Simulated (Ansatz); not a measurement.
# Ag(110) / 3 layers Pd(110) / Ag(110): resistance against film thickness, part 2 of 3

How does the resistance across the layers grow with the film in Ag(110) / 3 layers Pd(110) / Ag(110)?

Ansatz 0.2.0; Ansatz plane-wave DFT, PBE, PAW files; ballistic transport by layer matching (Landauer), zero bias; PAW set soft_1.

So far. Step 2 (With 3 layers): The lead's potential steps by 1.8 meV from period to period, small in itself. The program estimates the junction's conductance to 5.2 % from the k-mesh, 1.5 % from the leads' distance from neutral and 0.4 % from their steps.

## Step 3: With 5 layers, k-mesh 13×9×1, film layers 5

The stack now holds 5 film layers; the k-mesh follows the cell, and the energies span -0.27 to 0.27 eV.

System of this step: Ag(110) / 5 layers Pd(110) / Ag(110). The cell holds 18 atoms: 13 Ag and 5 Pd. Cell: a = 2.889 Å, b = 4.086 Å, c = 25.012 Å, α = 90.0°, β = 90.0°, γ = 90.0°. It derives from Ag and Pd. Regions: lead, 13 atoms (13 Ag); films, 5 atoms (5 Pd). The structure is stacked along c, and the current runs across the ab planes.

input.yaml reads:

```yaml
crystal:
  lattice:
    - [2.8893797293, 0.0, 0.0]
    - [0.0, 4.0862, 0.0]
    - [0.0, 0.0, 25.012109372]
  atoms:
    - { symbol: Ag, position: [0.0, 0.0, 0.0288798086] }
    - { symbol: Ag, position: [0.5, 0.5, 0.0866394259] }
    - { symbol: Ag, position: [0.0, 0.0, 0.1443990432] }
    - { symbol: Ag, position: [0.5, 0.5, 0.2021586605] }
    - { symbol: Ag, position: [0.0, 0.0, 0.2599182778] }
    - { symbol: Ag, position: [0.5, 0.5, 0.317677895] }
    - { symbol: Pd, position: [0.0, 0.0, 0.3714702012] }
    - { symbol: Pd, position: [0.5, 0.5, 0.4212951963] }
    - { symbol: Pd, position: [0.0, 0.0, 0.4711201914] }
    - { symbol: Pd, position: [0.5, 0.5, 0.5209451864] }
    - { symbol: Pd, position: [0.0, 0.0, 0.5707701815] }
    - { symbol: Ag, position: [0.5, 0.5, 0.6245624877] }
    - { symbol: Ag, position: [0.0, 0.0, 0.682322105] }
    - { symbol: Ag, position: [0.5, 0.5, 0.7400817222] }
    - { symbol: Ag, position: [0.0, 0.0, 0.7978413395] }
    - { symbol: Ag, position: [0.5, 0.5, 0.8556009568] }
    - { symbol: Ag, position: [0.0, 0.0, 0.9133605741] }
    - { symbol: Ag, position: [0.5, 0.5, 0.9711201914] }
kpoints:
  mp_grid: { grid: [13, 9, 1] }
hamiltonian:
  xc: pbe
  pseudopotentials: { kind: paw, azcp: { folder: soft_1 } }
scf:
  occupations: { method: fermi_dirac, width: 0.1 }
output:
  transmission:
    leads: [[0, 1]]
    kmesh: [26, 18]
    e_range: [-0.27, 0.27]
    de: 0.036
  write_potential: true
  write_density: true
  volumetric_format: npy
```

Run with:

```sh
> ansatz run input.yaml --threads 4 --pin off --max-ram 8192MiB --backend cpu --events-out ev --progress --plain --runs-dir out
```

Numbers of over 12 decimals in the logs are rounded to 6 here.

What it wrote:

```text
[...]
Crystal: 18 atoms, lattice volume = 295.308 Å³
Basis set: ecut = 420 eV, 5767 PW (Γ)
Bands: 203, of which v1, the nominal top of the filled ones, is band 169 counted from 1 (168 counted from 0)
Symmetry: 8 space group operations
[...]
k-points: 35 of 117
[...]
--- Transmission ---
  basis      : 101 plane waves across, 36 finite elements along
  points     : 140, standing for a mesh of 26 x 18
[...]
filled         : 14.4 meV under the level at which it is neutral
    channels       : 1.382479e0 a spin
[...]
slowest decay  : 0.0600 /Å at (0.0769, 0.5000)
  junction   : crystal 0 to crystal 0, -0.70 to 22.87 Å
    transmission   : 9.004998e-1 a spin
[...]
resistance     : 5.6339e-4 Ω µm² beyond half of each lead's own
[key lines of the parts left out:]
SCF converged after 13 iterations
Free energy (F): -133541.996720 eV
Fermi energy:    17.797332 eV
```

Wall time 5.6 min (4 threads of Arm Neoverse V1, shared host); peak memory 2.2 GiB.

This step gave:

| Property | Result |
| --- | --- |
| free energy | -133541.9967 eV |
| energy at zero smearing | -133541.8073 eV |
| Fermi energy | 17.80 eV |
| step of the lead's potential | 1.6 meV |
| ballistic conductance of the lead | 9.03e14 S/m² |
| lead conductance per cell | 1.376 G₀ |
| conductance of the junction | 5.98e14 S/m² |
| junction conductance per cell | 0.9120 G₀ |
| estimated errors of the junction's conductance | 0, 0, 4.7, 0.7, 0.4 % (energy step, band edges, k-mesh, leads' steps, distance from neutral) |
| area resistance that the stack adds (contact term taken off, spin by spin) | 0.5634 fΩ m² |

Per spin. The transmission, zone mean by energy, zero at the Fermi level:

```
energy (eV)  transmission, zone mean
     -0.270                    0.727
     -0.234                    0.734
     -0.198                    0.771
     -0.162                    0.828
     -0.126                    0.859
     -0.090                    0.869
     -0.054                    0.900
     -0.018                    0.920
      0.018                    0.900
      0.054                    0.932
      0.090                    0.931
      0.126                    0.934
      0.162                    0.949
      0.198                    0.960
      0.234                    0.969
      0.270                    0.978
```

The conductance of the junction is 6.0e14 S/m², 7.4 % over the 5.6e14 S/m² of the last finished run, no more than the error estimates, leads' steps apart, of 5.2 and 4.7 % together.

## Step 4: With 6 layers, k-mesh 13×9×1, film layers 6

The stack now holds 6 film layers; the k-mesh follows the cell, and the energies span -0.27 to 0.27 eV.

System of this step: Ag(110) / 6 layers Pd(110) / Ag(110). The cell holds 18 atoms: 12 Ag and 6 Pd. Its edges and angles: a = 2.889 Å, b = 4.086 Å, c = 24.814 Å, α = 90.0°, β = 90.0°, γ = 90.0°. It derives from Ag and Pd. Regions: lead, 12 atoms (12 Ag); films, 6 atoms (6 Pd). The structure is stacked along c, and the current runs across the ab planes.

input.yaml, the sections that differ from step 3:

```yaml
crystal:
  lattice:
    - [2.8893797293, 0.0, 0.0]
    - [0.0, 4.0862, 0.0]
    - [0.0, 0.0, 24.8136477337]
  atoms:
    - { symbol: Ag, position: [0.0, 0.0, 0.0291107918] }
    - { symbol: Ag, position: [0.5, 0.5, 0.0873323753] }
    - { symbol: Ag, position: [0.0, 0.0, 0.1455539589] }
    - { symbol: Ag, position: [0.5, 0.5, 0.2037755424] }
    - { symbol: Ag, position: [0.0, 0.0, 0.261997126] }
    - { symbol: Ag, position: [0.5, 0.5, 0.3202187095] }
    - { symbol: Pd, position: [0.0, 0.0, 0.3744412511] }
    - { symbol: Pd, position: [0.5, 0.5, 0.4246647506] }
    - { symbol: Pd, position: [0.0, 0.0, 0.4748882502] }
    - { symbol: Pd, position: [0.5, 0.5, 0.5251117498] }
    - { symbol: Pd, position: [0.0, 0.0, 0.5753352494] }
    - { symbol: Pd, position: [0.5, 0.5, 0.6255587489] }
    - { symbol: Ag, position: [0.0, 0.0, 0.6797812905] }
    - { symbol: Ag, position: [0.5, 0.5, 0.738002874] }
    - { symbol: Ag, position: [0.0, 0.0, 0.7962244576] }
    - { symbol: Ag, position: [0.5, 0.5, 0.8544460411] }
    - { symbol: Ag, position: [0.0, 0.0, 0.9126676247] }
    - { symbol: Ag, position: [0.5, 0.5, 0.9708892082] }
# kpoints, hamiltonian, scf, output: as in step 3
```

What it wrote:

```text
[...]
Crystal: 18 atoms, lattice volume = 292.964 Å³
Basis set: ecut = 420 eV, 5715 PW (Γ)
Bands: 202, of which v1, the nominal top of the filled ones, is band 168 counted from 1 (167 counted from 0)
Symmetry: 8 space group operations
[...]
k-points: 35 of 117
[...]
--- Transmission ---
  basis      : 101 plane waves across, 37 finite elements along
  points     : 140, standing for a mesh of 26 x 18
[...]
filled         : 5.5 meV over the level at which it is neutral
    channels       : 1.382479e0 a spin
[...]
slowest decay  : 0.0677 /Å at (0.0769, 0.5000)
  junction   : crystal 0 to crystal 0, 0.70 to 24.07 Å
    transmission   : 8.330323e-1 a spin
[...]
resistance     : 7.1063e-4 Ω µm² beyond half of each lead's own
[key lines of the parts left out:]
SCF converged after 13 iterations
Free energy (F): -132924.133805 eV
Fermi energy:    17.942721 eV
```

Wall time 5.8 min (4 threads); peak memory 2.1 GiB.

This step gave:

```yaml
free_energy: -132924.1338 eV
energy_at_zero_smearing: -132923.9142 eV
fermi_energy: 17.94 eV
step_of_the_lead_s_potential: 3.2 meV
ballistic_conductance_of_the_lead: 9.05e14 S/m²
estimated_errors_of_the_lead_s_conductance: 0, 4.8, 0.1 % (band edges, k-mesh, distance from neutral)
lead_conductance_per_cell: 1.379 G₀
conductance_of_the_junction: 5.51e14 S/m²
junction_conductance_per_cell: 0.8391 G₀
estimated_errors_of_the_junction_s_conductance: 0.1, 0, 5.1, 2.1, 0.3 % (energy step, band edges, k-mesh, leads' steps, distance from neutral)
area_resistance_that_the_stack_adds_contact_term_taken_off_spin_by_spin: 0.7106 fΩ m²
```

Per spin. Transmission, zone mean against energy, zero at the Fermi level:

```
energy (eV)  transmission, zone mean
     -0.270                    0.748
     -0.234                    0.780
     -0.198                    0.766
     -0.162                    0.771
     -0.126                    0.716
     -0.090                    0.755
     -0.054                    0.815
     -0.018                    0.855
      0.018                    0.833
      0.054                    0.876
      0.090                    0.880
      0.126                    0.892
      0.162                    0.914
      0.198                    0.926
      0.234                    0.934
      0.270                    0.941
```

The conductance of the junction is 5.5e14 S/m², 8.0 % under the 6.0e14 S/m² of the last finished run, no more than the error estimates, leads' steps apart, of 4.7 and 5.1 % together.

## Step 5: With 8 layers, k-mesh 13×9×1, film layers 8

The stack now holds 8 film layers; the k-mesh follows the cell, and the energies span -0.27 to 0.27 eV.

System of this step: Ag(110) / 8 layers Pd(110) / Ag(110). The cell holds 20 atoms: 12 Ag and 8 Pd. Cell: a = 2.889 Å, b = 4.086 Å, c = 27.306 Å, α = 90.0°, β = 90.0°, γ = 90.0°. It derives from Ag and Pd. Regions: lead, 12 atoms (12 Ag); films, 8 atoms (8 Pd). The structure is stacked along c, and the current runs across the ab planes.

input.yaml, the sections that differ from step 4:

```yaml
crystal:
  lattice:
    - [2.8893797293, 0.0, 0.0]
    - [0.0, 4.0862, 0.0]
    - [0.0, 0.0, 27.3061041864]
  atoms:
    - { symbol: Ag, position: [0.0, 0.0, 0.0264536064] }
    - { symbol: Ag, position: [0.5, 0.5, 0.0793608192] }
    - { symbol: Ag, position: [0.0, 0.0, 0.132268032] }
    - { symbol: Ag, position: [0.5, 0.5, 0.1851752448] }
    - { symbol: Ag, position: [0.0, 0.0, 0.2380824576] }
    - { symbol: Ag, position: [0.5, 0.5, 0.2909896703] }
    - { symbol: Pd, position: [0.0, 0.0, 0.3402628671] }
    - { symbol: Pd, position: [0.5, 0.5, 0.385902048] }
    - { symbol: Pd, position: [0.0, 0.0, 0.4315412288] }
    - { symbol: Pd, position: [0.5, 0.5, 0.4771804096] }
    - { symbol: Pd, position: [0.0, 0.0, 0.5228195904] }
    - { symbol: Pd, position: [0.5, 0.5, 0.5684587712] }
    - { symbol: Pd, position: [0.0, 0.0, 0.614097952] }
    - { symbol: Pd, position: [0.5, 0.5, 0.6597371329] }
    - { symbol: Ag, position: [0.0, 0.0, 0.7090103297] }
    - { symbol: Ag, position: [0.5, 0.5, 0.7619175424] }
    - { symbol: Ag, position: [0.0, 0.0, 0.8148247552] }
    - { symbol: Ag, position: [0.5, 0.5, 0.867731968] }
    - { symbol: Ag, position: [0.0, 0.0, 0.9206391808] }
    - { symbol: Ag, position: [0.5, 0.5, 0.9735463936] }
# kpoints, hamiltonian, scf, output: as in step 4
```

What it wrote:

```text
[...]
Crystal: 20 atoms, lattice volume = 322.392 Å³
Basis set: ecut = 420 eV, 6275 PW (Γ)
Bands: 224, of which v1, the nominal top of the filled ones, is band 186 counted from 1 (185 counted from 0)
Symmetry: 8 space group operations
[...]
k-points: 35 of 117
[...]
--- Transmission ---
  basis      : 101 plane waves across, 41 finite elements along
  points     : 140, standing for a mesh of 26 x 18
[...]
filled         : 16.8 meV under the level at which it is neutral
    channels       : 1.382479e0 a spin
[...]
slowest decay  : 0.0590 /Å at (0.0769, 0.5000)
  junction   : crystal 0 to crystal 0, 0.70 to 26.56 Å
    transmission   : 8.054740e-1 a spin
[...]
resistance     : 7.7960e-4 Ω µm² beyond half of each lead's own
[key lines of the parts left out:]
SCF converged after 13 iterations
Free energy (F): -146869.850817 eV
Fermi energy:    18.096588 eV
```

It took 6.8 min on 4 threads; peak memory 2.5 GiB; 26 min of CPU time.

This step gave:

```yaml
free_energy: -146869.8508 eV
energy_at_zero_smearing: -146869.6030 eV
fermi_energy: 18.10 eV
step_of_the_lead_s_potential: 1.5 meV
ballistic_conductance_of_the_lead: 9.03e14 S/m²
estimated_errors_of_the_lead_s_conductance: 0, 4.8, 0.2 % (band edges, k-mesh, distance from neutral)
lead_conductance_per_cell: 1.376 G₀
conductance_of_the_junction: 5.30e14 S/m²
junction_conductance_per_cell: 0.8074 G₀
estimated_errors_of_the_junction_s_conductance: 0.1, 0, 6.3, 1.4, 0.9 % (energy step, band edges, k-mesh, leads' steps, distance from neutral)
area_resistance_that_the_stack_adds_contact_term_taken_off_spin_by_spin: 0.7796 fΩ m²
```

Per spin. Transmission, zone mean against energy, zero at the Fermi level:

```
energy (eV)  transmission, zone mean
     -0.270                    0.769
     -0.234                    0.776
     -0.198                    0.811
     -0.162                    0.806
     -0.126                    0.781
     -0.090                    0.787
     -0.054                    0.792
     -0.018                    0.798
      0.018                    0.805
      0.054                    0.831
      0.090                    0.874
      0.126                    0.907
      0.162                    0.921
      0.198                    0.945
      0.234                    0.945
      0.270                    0.952
```

The conductance of the junction is 5.3e14 S/m², 3.8 % under the 5.5e14 S/m² of the last finished run, within the error estimates, leads' steps apart, of 5.1 and 6.3 %.

(Part 2 of 3 ends here.)

[Logs are printed without paths, hosts, clocks, repeated set-up lines and the standing remarks that a program may print on its own settings, such as how far it seeks lower states.]

[Hosts, paths, dates, database ids (printed as entryN), source tags and the programs' standing remarks are cut or masked in the printed files.]
